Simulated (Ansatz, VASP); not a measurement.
# BAs in two plane-wave programs, part 2 of 2

One calculation is typed for both programs; each brings its own data sets and cutoff. How far apart do they land?

VASP 6.6.1 and Ansatz 0.2.0.

So far. Step 4 (Differences): The walks stopped with 0.00 GPa left in Ansatz and 0.00 GPa in VASP; each walk ends within a tolerance, so the volume difference is uncertain by about these residues over the bulk modulus, most in soft cells.

## (5) VASP: relaxation of cell and atoms, r2SCAN with rVV10

Level of this step: r2SCAN with rVV10; plane waves and PAW (B, As) (VASP).

The relaxed volume is the usual yardstick between codes: its relative difference is about their pressure difference at one cell divided by the bulk modulus.

The input, INCAR:

```
SYSTEM = BAs
PREC = Accurate
ENCUT = 520
EDIFF = 1E-06
NELM = 100
ISMEAR = -1
SIGMA = 0.05
LREAL = .FALSE.
ALGO = Normal
METAGGA = R2SCAN
LUSE_VDW = .TRUE.
IVDW_NL = 2
BPARAM = 11.95
CPARAM = 0.0093
LASPH = .TRUE.
NBANDS = 10
LORBIT = 11
LWAVE = .FALSE.
LCHARG = .FALSE.
KPAR = 2
IBRION = 2
NSW = 60
ISIF = 3
EDIFFG = -0.01
```

The input, POSCAR:

```
BAs
1.0
    0.0000000000      2.3885000000      2.3885000000
    2.3885000000      0.0000000000      2.3885000000
    2.3885000000      2.3885000000      0.0000000000
B As
1 1
Direct
    0.0000000000      0.0000000000      0.0000000000
    0.2500000000      0.2500000000      0.2500000000
```

The input, KPOINTS:

```
Automatic mesh
0
Gamma
8 8 8
0 0 0
```

The projector-augmented-wave data sets are B and As (PBE family, release 64).

Command:

```console
mpirun -np 2 vasp_std
```

Numbers of over 12 decimals in the logs are rounded to 6 here.

Output:

```text
[banner, memory and clock lines left out]
running    2 mpi-ranks, on    1 nodes
[...]
|                                                                             |
|               ----> ADVICE to this user running VASP <----                  |
|                                                                             |
|     You have switched on vdW-DFT.                                           |
|     This routine was written and supplied by Jiri Klimes. We recommend      |
|     that you carefully read and cite the following publications:            |
|       J. Klimes, D.R. Bowler, A. Michelides                                 |
|          J. Phys.: Cond Matt. 22 022201 (2010)                              |
|       J. Klimes, D.R. Bowler, A. Michelides                                 |
|          Phys. Rev. B. 83, 195131 (2011)                                    |
|     and references therein.                                                 |
|                                                                             |

[...]
N       E                     dE             d eps       ncg     rms          rms(c)
Total rVV10 correction in eV:      0.1164302    10.0781823
Total rVV10 correction in eV:      0.1164302    10.0781823
DAV:   1    -0.221370875464E+02   -0.30227E-04   -0.54774E-04   644   0.152E-01    0.258E-02
Total rVV10 correction in eV:      0.1163619    10.0781823
Total rVV10 correction in eV:      0.1163619    10.0781823
DAV:   2    -0.221370840482E+02    0.34982E-05   -0.19046E-05   628   0.291E-02    0.130E-02
Total rVV10 correction in eV:      0.1162914    10.0781823
Total rVV10 correction in eV:      0.1162914    10.0781823
DAV:   3    -0.221370819474E+02    0.21007E-05   -0.85112E-06   606   0.159E-02    0.580E-03
Total rVV10 correction in eV:      0.1162800    10.0781823
Total rVV10 correction in eV:      0.1162800    10.0781823
DAV:   4    -0.221370823707E+02   -0.42329E-06   -0.30085E-07   326   0.355E-03
Total rVV10 correction in eV:      0.1162680    10.0781823
Total rVV10 correction in eV:      0.1162680    10.0781823
Total rVV10 correction in eV:      0.1162710    10.0781823
Total rVV10 correction in eV:      0.1162710    10.0781823
   3 F= -.22137082E+02 E0= -.22137082E+02  d E =-.318072E-04
[...]
reached required accuracy - stopping structural energy minimisation
```

Parts of OUTCAR (step 5):

```text
  Total        0.0013996      0.0013996      0.0013996      0.0000000      0.0000000      0.0000000
  in kB        0.0821528      0.0821528      0.0821528      0.0000000      0.0000000      0.0000000
  external PRESSURE =       0.0821528 kB  Pullay stress =       0.0000000 kB

 POSITION                                       TOTAL-FORCE (eV/Angst)
 -----------------------------------------------------------------------------------
      0.00000      0.00000      0.00000         0.000000      0.000000      0.000000
      1.19488      1.19488      1.19488        -0.000000     -0.000000     -0.000000
 -----------------------------------------------------------------------------------
    total drift:                               -0.000000     -0.000000     -0.000000

  FREE ENERGIE OF THE ION-ELECTRON SYSTEM (eV)
  ---------------------------------------------------
  free  energy   TOTEN  =       -22.1370823707 eV

  energy  without entropy=      -22.1370823368  energy(sigma->0) =      -22.13708235

[... 2 parts as in an earlier step ...]

[... 2 further parts left out ...]
[key lines of the parts left out:]
E-fermi :   6.6648
```

## (6) Ansatz: relaxation of cell and atoms, r2SCAN with rVV10

The same cell, functional, mesh and smearing now go to Ansatz, which takes its cutoff from its data sets.

The input, input.yaml:

```yaml
crystal:
  lattice:
    - [0.0, 2.3885, 2.3885]
    - [2.3885, 0.0, 2.3885]
    - [2.3885, 2.3885, 0.0]
  atoms:
    - { symbol: B, position: [0.0, 0.0, 0.0] }
    - { symbol: As, position: [0.25, 0.25, 0.25] }
hamiltonian:
  xc: r2scan
  pseudopotentials: { kind: paw }
  dispersion: rvv10
kpoints:
  mp_grid: { grid: [8, 8, 8] }
scf:
  occupations: { method: fermi_dirac, width: 0.05 }
relax:
  f_tol: 0.01
  max_steps: 60
  cell: { stress_tol: 0.05 }
output:
  forces: true
  stress: true
```

Command:

```console
ansatz run input.yaml --threads 4 --pin off --max-ram 9216MiB --backend cpu --events-out ev --progress --plain --runs-dir out
```

Output:

```text
[...]
Crystal: 2 atoms, lattice volume = 27.252 Å³
Basis set: ecut = 500 eV, 701 PW (Γ), exchange–correlation on 120×120×120 points (64 copies of the dense FFT grid, shifted against one another)
Bands: 13, of which v1, the nominal top of the filled ones, is band 9 counted from 1 (8 counted from 0)
Symmetry: 24 space group operations
[...]
0.000405      -0.000000       0.000000
       -0.000000       0.000405       0.000000
        0.000000       0.000000       0.000405
  P = ⅓ Tr σ = 0.0004 GPa (0.004 kbar)
--- Relaxed structure (3 steps of the walk, 3 accepted, 1 SCFs on fresh bases) ---
[...]
cell:  # Å, volume = 27.2114 Å³
    - [0, 2.387299, 2.387299]
    - [2.387299, 0, 2.387299]
    - [2.387299, 2.387299, 0]
  atoms:
    - { symbol: B, position: [0, 0, 0] }
    - { symbol: As, position: [0.25, 0.25, 0.25] }
[key lines of the parts left out:]
SCF converged after 4 iterations
Free energy (F): -5020.003478 eV
Fermi energy:    11.714116 eV
```

It took 3 s on 4 threads of Intel Xeon 6975P-C (Granite Rapids), shared host; peak memory 0.51 GiB; 9.9 s of CPU time.

## (7) Side by side

Compared:

```
                                         quantity  Ansatz   VASP  difference
                                      volume (Å³)   27.21  27.30     -0.31 %
edge a after relaxation, in the typed setting (Å)   3.376  3.380     -0.10 %
```

The walks stopped with 0.00 GPa left in Ansatz and 0.01 GPa in VASP; each walk ends within a tolerance, so the volume difference is uncertain by about these residues over the bulk modulus, most in soft cells.

## (8) Summary of results

```yaml
difference_in_volume_relaxation_of_cell_and_atoms_r2scan: -0.16 %
difference_in_volume_relaxation_of_cell_and_atoms_r2scan_with_rvv10: -0.31 %
```

**Reading.** The difference in volume is -0.31 % (relaxation of cell and atoms, r2SCAN with rVV10), within the 1.2 % picked in this series as the mark of a large difference, as far as the stopping tolerances let one tell. Such differences can come from data sets, numerical settings and the points named under the comparisons, not from the functional's error against experiment.

[Lines on the potential files, build, host, timing and source positions are cut from VASP's logs without a mark.]

[Logs are printed without paths, hosts, clocks, repeated set-up lines and the standing remarks that a program may print on its own settings, such as how far it seeks lower states.]

[Hosts, paths, dates, database ids (printed as entryN), source tags and the programs' standing remarks are cut or masked in the printed files.]
